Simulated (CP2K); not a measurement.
**Cu in CP2K: convergence with cutoff ry**

Crystal: Cu.

```xyz
1
Lattice="2.5311 0.0000 0.0000 1.2389 2.2231 0.0000 1.2107 0.7597 2.0989" Properties=species:S:1:pos:R:3 pbc="T T T"
Cu   -0.0321   -0.0024   -0.0072
```

The cell isn't the ideal one: cell strained at random at fixed volume.

```yaml
Program: CP2K 2026.2
Task: single point
Functional: PBE
Potentials_or_basis: POTENTIAL_UZH Cu GTH-PBE-q11; TZVP-MOLOPT-PBE-GTH basis
Density_cutoff: 1225 eV
k_mesh: 10 × 10 × 10
Occupations: fermi-dirac, width 0.01 eV
Spin: no spin polarisation
```

These are the settings of the first run; the series varies cutoff ry, with any setting tied to it.

Hardware: 1 thread of Arm Neoverse N1 (shared host).

Task: The values tried are 90 Ry, 140 Ry, 190 Ry, 250 Ry, 320 Ry, 380 Ry, 450 Ry, 560 Ry, 720 Ry, loosest first. From which on does the energy stay within 1 meV/atom of the tightest run that finished?

Result: From 450 Ry on.

```
cutoff ry  energy less the tightest run, at zero smearing (meV/atom)  SCF cycles  CPU time (s)  peak memory (GiB)
    90 Ry                                                   -1126.32          12           370               0.35
   140 Ry                                                    -156.02          12           400               0.35
   190 Ry                                                     -10.62          12           390               0.36
   250 Ry                                                     -79.13          12           400               0.36
   320 Ry                                                     -25.16          12           380               0.36
   380 Ry                                                       2.60          12           380               0.36
   450 Ry                                                      -0.10          12           420               0.37
   560 Ry                                                      -0.03          12           410               0.39
   720 Ry                                                       0.00          12           400                0.4
```

The tightest run that finished is the yardstick and may itself not be fully converged.
